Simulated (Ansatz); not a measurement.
Property card for Ge

These are results of DFT PBE, scalar-relativistic, plane waves, PAW (Ansatz 0.2.0), not measurements.

Cutoff 420 eV; k points 12×12×6 on the computed 4-atom cell (Γ-centred); Gaussian smearing, width 0.10 eV; no spin polarisation.

The structure is relaxed at this level of theory with its symmetry kept. This form isn't the element's structure at ambient conditions.

```yaml
crystal:
  lattice:
    - [4.05816, 0.00000, 0.00000]
    - [-2.02908, 3.51447, 0.00000]
    - [0.00000, 0.00000, 6.69253]
  atoms:
    - { symbol: Ge, position: [0.66667, 0.33333, 0.06279] }
    - { symbol: Ge, position: [0.33333, 0.66667, 0.56279] }
    - { symbol: Ge, position: [0.66667, 0.33333, 0.43721] }
    - { symbol: Ge, position: [0.33333, 0.66667, 0.93721] }
```

| Item | Value |
| --- | --- |
| Space group | P6_3/mmc (No. 194) |
| Volume per atom | 23.86 Å³ |
| Formation energy from the elements' standard states (uncorrected) | +0.015 eV/atom |
| Kohn–Sham band gap | zero, with almost no states at the Fermi level |
| Density of states at the Fermi level | 0.01 states/eV per cell (so small that it hangs on the mesh: a semimetal, or crossings between mesh points) |
| Löwdin character within 0.5 eV of the Fermi level | Ge 4p 69 %, Ge 4s 28 % |
| Bulk modulus | 59 GPa |
| Its pressure derivative | 4.7 |
| Bader charges (e) | Ge (4 in the cell) 0.00 |